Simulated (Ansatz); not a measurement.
Crystal: ZnCu2SnS4.

```
Sn Zn Cu S
1.0
    -2.71710    2.71710    5.42480
     2.71710   -2.71710    5.42480
     2.71710    2.71710   -5.42480
Sn Zn Cu S
1 1 2 4
Cartesian
  0.0000 0.0000 5.4248
  2.7171 0.0000 2.7124
  0.0000 2.7171 2.7124
  0.0000 0.0000 0.0000
  1.3944 1.3922 4.0338
  -1.3922 1.3944 6.8158
  1.3227 1.3249 -1.3910
  4.1093 1.3227 1.3910
```

Base run:

- Program: Ansatz 0.2.0
- Functional: PBEsol
- Potentials or basis: Ansatz PAW
- Cutoff: 420 eV
- Density cutoff: 1680 eV
- k mesh: 6 × 6 × 6
- Occupations: fixed
- Spin: no spin polarisation

Its results: band gap on the k mesh 0.23 eV, direct; largest force 0.659 eV/Å.

Q: The run is repeated on the same cell with these changes: functional from PBEsol to PBE0; level from pbesol to pbe0. What comes out?

A: Band gap on the k mesh 2.13 eV, direct; largest force 0.146 eV/Å.

Caveats: spin-orbit coupling is left out, which moves the levels of the heavy elements; the PAW data sets come from PBE, with cores solved anew for the run's functional, which leaves a small shift of forces and pressure.

Not every run made on this cell is shown here.
